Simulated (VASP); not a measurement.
# CaSe in VASP: a series of runs, part 2 of 3

VASP 6.6.1. The steps go on from the part before.

### Step 4. Electric field gradients, PBE (volume scaled by 1.05)

INCAR

```
SYSTEM = CaSe
PREC     = Accurate       ! precision mode
ENCUT    = 520            ! plane-wave cutoff, eV
EDIFF    = 1E-8           ! SCF threshold, eV
ISMEAR   = -1             ! smearing method
SIGMA    = 0.02           ! smearing width, eV
LREAL    = .False.        ! projectors in reciprocal space
LASPH    = .True.         ! aspherical terms in the spheres
NELM     = 80             ! most SCF steps
ALGO     = Normal         ! electronic algorithm
ISIF     = 2              ! what is computed and relaxed
LWAVE    = .False.        ! write WAVECAR
LCHARG   = .False.        ! write CHGCAR
GGA      = PE             ! functional
LEFG     = .True.       
NBANDS   = 15             ! bands
```

KPOINTS

```
regular mesh
0
Gamma
  7 7 7
  0 0 0
```

POSCAR

```
CaSe
1.0
    0.0000000000      3.0044676307      3.0044676307
    3.0044676307      0.0000000000      3.0044676307
    3.0044676307      3.0044676307      0.0000000000
Ca Se
1 1
Direct
    0.0000000000      0.0000000000      0.0000000000
    0.5000000000      0.5000000000      0.5000000000
```

Potentials or basis: VASP PAW PBE potentials, release 64 (Ca_sv, Se).

Started as:

```sh
$ cat potpaw_PBE.64/Ca_sv/POTCAR potpaw_PBE.64/Se/POTCAR > POTCAR
$ mpirun -np 1 vasp_std > vasp.out
```

OUTCAR:

```text
SYSTEM = CaSe
   PREC = Accurate
   ENCUT = 520
   EDIFF = 1E-8
   ISMEAR = -1
   LREAL = .False.
   LASPH = .True.
   NELM = 80
   ISIF = 2
   GGA = PE

 ion  position               nearest neighbor table
   1  0.000  0.000  0.000-
   2  0.500  0.500  0.500-

  LATTYP: Found a face centered cubic cell.
 ALAT       =     6.0089352614

  Lattice vectors:

 A1 = (   0.0000000000,   3.0044676307,   3.0044676307)
 A2 = (   3.0044676307,   0.0000000000,   3.0044676307)
 A3 = (   3.0044676307,   3.0044676307,   0.0000000000)

Analysis of symmetry for initial positions (statically):
=====================================================================
 Subroutine PRICEL returns:
 Original cell was already a primitive cell.

 Routine SETGRP: Setting up the symmetry group for a
 face centered cubic supercell.

[... 539 lines left out ...]
  energy-cutoff  :      520.00
  volume of cell :       54.24
      direct lattice vectors                 reciprocal lattice vectors
     0.000000000  3.004467631  3.004467631    -0.166418834  0.166418834  0.166418834
     3.004467631  0.000000000  3.004467631     0.166418834 -0.166418834  0.166418834
     3.004467631  3.004467631  0.000000000     0.166418834  0.166418834 -0.166418834

 POSITION                                       TOTAL-FORCE (eV/Angst)
 -----------------------------------------------------------------------------------
      0.00000      0.00000      0.00000         0.000000     -0.000000     -0.000000
      3.00447      3.00447      3.00447        -0.000000      0.000000      0.000000
 -----------------------------------------------------------------------------------
    total drift:                                0.000000     -0.000000     -0.000000

  FREE ENERGIE OF THE ION-ELECTRON SYSTEM (eV)
  ---------------------------------------------------
  free  energy   TOTEN  =        -9.4822005534 eV

  energy  without entropy=       -9.4822005534  energy(sigma->0) =       -9.48220055

 Electric field gradients (V/A^2)
---------------------------------------------------------------------
 ion       V_xx      V_yy      V_zz      V_xy      V_xz      V_yz
---------------------------------------------------------------------
   1      -0.000    -0.000     0.000     0.001     0.001     0.001
   2      -0.000     0.000     0.000    -0.000    -0.000    -0.000
---------------------------------------------------------------------

 Electric field gradients after diagonalization (V/A^2)
 (convention: |V_zz| > |V_xx| > |V_yy|)
----------------------------------------------------------------------
 ion       V_xx      V_yy      V_zz     asymmetry (V_yy - V_xx)/ V_zz
----------------------------------------------------------------------
   1      -0.001    -0.001     0.001       0.000
   2       0.000     0.000    -0.000       0.000
----------------------------------------------------------------------

           NMR quadrupolar parameters

 Cq : quadrupolar parameter    Cq=e*Q*V_zz/h
 eta: asymmetry parameters     (V_yy - V_xx)/ V_zz
 Q  : nuclear electric quadrupole moment in mb (millibarn)
----------------------------------------------------------------------
 ion       Cq(MHz)       eta       Q (mb)
----------------------------------------------------------------------
   1       0.000       0.000       1.000
   2      -0.000       0.000       1.000
----------------------------------------------------------------------
```

OSZICAR:

```text
N       E                     dE             d eps       ncg     rms          rms(c)
DAV:   1     0.102914237186E+03    0.10291E+03   -0.73076E+03   600   0.973E+02
DAV:   2    -0.504733577771E+01   -0.10796E+03   -0.10307E+03   768   0.243E+02
DAV:   3    -0.941209356131E+01   -0.43648E+01   -0.43260E+01   828   0.458E+01
DAV:   4    -0.962994347853E+01   -0.21785E+00   -0.21775E+00   835   0.849E+00
DAV:   5    -0.963129375542E+01   -0.13503E-02   -0.13502E-02   791   0.761E-01    0.427E+00
DAV:   6    -0.948321106595E+01    0.14808E+00   -0.20509E-01   712   0.235E+00    0.252E+00
DAV:   7    -0.947750941459E+01    0.57017E-02   -0.10240E-01   743   0.198E+00    0.835E-01
DAV:   8    -0.948196345619E+01   -0.44540E-02   -0.13316E-02   664   0.858E-01    0.124E-01
DAV:   9    -0.948204637241E+01   -0.82916E-04   -0.72346E-04   790   0.259E-01    0.512E-02
DAV:  10    -0.948218169577E+01   -0.13532E-03   -0.18670E-04   663   0.845E-02    0.149E-02
DAV:  11    -0.948220230615E+01   -0.20610E-04   -0.47618E-05   754   0.583E-02    0.121E-02
DAV:  12    -0.948220089054E+01    0.14156E-05   -0.28975E-06   692   0.116E-02    0.520E-03
DAV:  13    -0.948220047170E+01    0.41884E-06   -0.10846E-06   747   0.656E-03    0.118E-03
DAV:  14    -0.948220052354E+01   -0.51839E-07   -0.27606E-08   685   0.103E-03    0.682E-04
DAV:  15    -0.948220058695E+01   -0.63410E-07   -0.10482E-08   637   0.631E-04    0.467E-04
DAV:  16    -0.948220055792E+01    0.29027E-07   -0.13080E-09   342   0.283E-04    0.700E-05
DAV:  17    -0.948220055338E+01    0.45427E-08   -0.30902E-10   356   0.899E-05
   1 F= -.94822006E+01 E0= -.94822006E+01  d E =-.109436E-10
```

stdout:

```text
POSCAR found type information on POSCAR CaSe
 POSCAR found :  2 types and       2 ions
 scaLAPACK will be used
 LDA part: xc-table for (Slater+PW92), standard interpolation
 POSCAR, INCAR and KPOINTS ok, starting setup
 FFT: planning ... GRIDC
 FFT: planning ... GRID_SOFT
 FFT: planning ... GRID
 WAVECAR not read
 entering main loop
ion   1

ion   2
```

Wall time 44 s (1 thread of AMD EPYC 7R13, shared host); peak memory 0.15 GiB.

Results:

- Free energy: -9.4822 eV
- Pressure: -1.0 GPa
- Band gap on the k mesh: 2.19 eV, indirect (least direct gap 3.05 eV)

Caveat: without QUAD_EFG the Cq values of the log hold for a quadrupole moment of 1 mb, not for the nuclei. A k mesh can miss the band edges.

### Step 5. Electric field gradients, PBE

INCAR

```
  ALGO = Normal
  EDIFF = 1E-8
  ENCUT = 520
  GGA = PE
  ISIF = 2
  ISMEAR = -1
  LASPH = T
  LCHARG = F
  LEFG = T
  LREAL = F
  LWAVE = F
  NBANDS = 15
  NELM = 100
  PREC = Accurate
  SIGMA = 0.02
```

KPOINTS

```
k-points
0
Gamma
  5 5 5
```

POSCAR

```
CaSe
1.0
    0.0000000000      2.9560000000      2.9560000000
    2.9560000000      0.0000000000      2.9560000000
    2.9560000000      2.9560000000      0.0000000000
Ca Se
1 1
Direct
    0.0000000000      0.0000000000      0.0000000000
    0.5000000000      0.5000000000      0.5000000000
```

Potentials or basis: VASP PAW PBE potentials, release 64 (Ca_sv, Se).

Started as:

```sh
$ cat potpaw_PBE.64/Ca_sv/POTCAR potpaw_PBE.64/Se/POTCAR > POTCAR
$ mpirun -np 1 vasp_std > vasp.out
```

OUTCAR:

```text
EDIFF = 1E-8
   ENCUT = 520
   GGA = PE
   ISIF = 2
   ISMEAR = -1
   LASPH = T
   LREAL = F
   NELM = 100
   PREC = Accurate

 ion  position               nearest neighbor table
   1  0.000  0.000  0.000-   2 2.96   2 2.96   2 2.96   2 2.96   2 2.96   2 2.96
   2  0.500  0.500  0.500-   1 2.96   1 2.96   1 2.96   1 2.96   1 2.96   1 2.96

  LATTYP: Found a face centered cubic cell.
 ALAT       =     5.9120000000

  Lattice vectors:

 A1 = (   0.0000000000,   2.9560000000,   2.9560000000)
 A2 = (   2.9560000000,   0.0000000000,   2.9560000000)
 A3 = (   2.9560000000,   2.9560000000,   0.0000000000)

Analysis of symmetry for initial positions (statically):
=====================================================================
 Subroutine PRICEL returns:
 Original cell was already a primitive cell.

 Routine SETGRP: Setting up the symmetry group for a
 face centered cubic supercell.

 Subroutine GETGRP returns: Found 48 space group operations
[... 349 lines left out ...]
  volume of cell :       51.66
      direct lattice vectors                 reciprocal lattice vectors
     0.000000000  2.956000000  2.956000000    -0.169147497  0.169147497  0.169147497
     2.956000000  0.000000000  2.956000000     0.169147497 -0.169147497  0.169147497
     2.956000000  2.956000000  0.000000000     0.169147497  0.169147497 -0.169147497

 POSITION                                       TOTAL-FORCE (eV/Angst)
 -----------------------------------------------------------------------------------
      0.00000      0.00000      0.00000        -0.000000     -0.000000     -0.000000
      2.95600      2.95600      2.95600         0.000000      0.000000      0.000000
 -----------------------------------------------------------------------------------
    total drift:                                0.000000     -0.000000     -0.000000

  FREE ENERGIE OF THE ION-ELECTRON SYSTEM (eV)
  ---------------------------------------------------
  free  energy   TOTEN  =        -9.4763296192 eV

  energy  without entropy=       -9.4763296192  energy(sigma->0) =       -9.47632962

 Electric field gradients (V/A^2)
---------------------------------------------------------------------
 ion       V_xx      V_yy      V_zz      V_xy      V_xz      V_yz
---------------------------------------------------------------------
   1       0.000    -0.000    -0.000     0.000     0.000     0.000
   2       0.000    -0.000    -0.000    -0.000    -0.000    -0.000
---------------------------------------------------------------------

 Electric field gradients after diagonalization (V/A^2)
 (convention: |V_zz| > |V_xx| > |V_yy|)
----------------------------------------------------------------------
 ion       V_xx      V_yy      V_zz     asymmetry (V_yy - V_xx)/ V_zz
----------------------------------------------------------------------
   1      -0.000    -0.000     0.000       0.000
   2       0.000     0.000    -0.001       0.000
----------------------------------------------------------------------

           NMR quadrupolar parameters

 Cq : quadrupolar parameter    Cq=e*Q*V_zz/h
 eta: asymmetry parameters     (V_yy - V_xx)/ V_zz
 Q  : nuclear electric quadrupole moment in mb (millibarn)
----------------------------------------------------------------------
 ion       Cq(MHz)       eta       Q (mb)
----------------------------------------------------------------------
   1       0.000       0.000       1.000
   2      -0.000       0.000       1.000
----------------------------------------------------------------------
```

stdout:

```text
POSCAR found type information on POSCAR CaSe
 POSCAR found :  2 types and       2 ions
 scaLAPACK will be used
 LDA part: xc-table for (Slater+PW92), standard interpolation
 POSCAR, INCAR and KPOINTS ok, starting setup
 FFT: planning ... GRIDC
 FFT: planning ... GRID_SOFT
 FFT: planning ... GRID
 WAVECAR not read
 entering main loop
ion   1

ion   2
```

Run time: 12 s. Hardware: 1 thread of AMD EPYC 7R13 (Zen 3), shared host; peak memory 0.14 GiB.

Results:

| Quantity | Value |
| --- | --- |
| Free energy | -9.4763 eV |
| Pressure | 1.4 GPa |
| Band gap on the k mesh | 2.14 eV, indirect (least direct gap 3.02 eV) |

Caveat: without QUAD_EFG the Cq values of the log hold for a quadrupole moment of 1 mb, not for the nuclei.

(Part 2 of 3 ends here.)
